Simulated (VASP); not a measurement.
Ni: single point with PBE

The system is Ni.

```
CELL_PARAMETERS angstrom
0.00000 1.81121 1.81121
1.81121 0.00000 1.81121
1.81121 1.81121 0.00000
ATOMIC_POSITIONS crystal
Ni 0.00000 0.00000 0.00000
```

The cell isn't the ideal one: a relaxed cell with its volume scaled by 1.09.

```yaml
Program: VASP 6.6.1
Task: single point
Functional: PBE
Potentials_or_basis: VASP PAW PBE potentials, release 64 (Ni)
Cutoff: 520 eV
k_mesh: 8 × 8 × 8
Occupations: gaussian, width 0.1 eV
Spin: collinear spin, ferromagnetic start
Starting_moments: "[0.8] μB"
```

```json
{
 "Pressure": "-13.7 GPa",
 "Band gap on the k mesh": "none (metal or under the smearing width)",
 "Net moment": "0.70 μB per cell",
 "Site moments": "Ni +0.72 μB",
 "Valence electrons inside the program's atomic spheres": "Ni 9.16"
}
```

Levels at points of the mesh, in eV from the Fermi level:
Spin up:
```csv
k point,band 2,band 3,band 4,band 5,band 6,band 7,band 8,band 9
"(0.00, 0.00, 0.00)",-2.29,-2.29,-2.29,-1.24,-1.24,22.96,26.14,26.14
"(0.50, 0.00, 0.00)",-2.25,-2.25,-0.69,-0.69,-0.14,5.03,21.50,23.15
"(0.50, 0.50, 0.00)",-3.82,-0.62,-0.58,-0.58,2.39,8.43,14.01,14.01
```
Spin down:
```csv
k point,band 2,band 3,band 4,band 5,band 6,band 7
"(0.00, 0.00, 0.00)",-1.46,-1.46,-1.46,-0.59,-0.59,22.79
"(0.50, 0.00, 0.00)",-1.57,-1.57,-0.20,0.14,0.14,5.49
"(0.50, 0.50, 0.00)",-3.13,0.05,0.36,0.36,2.35,8.70
```

Wall time 14 s on 1 thread of Intel(R) Xeon(R) Platinum 8259CL CPU @ 2.50GHz (Skylake/Cascade Lake), on a shared host, peak memory 0.13 GiB.

Caveat: the k mesh is coarse (spacing up to 0.38 Å⁻¹), so the values aren't converged.
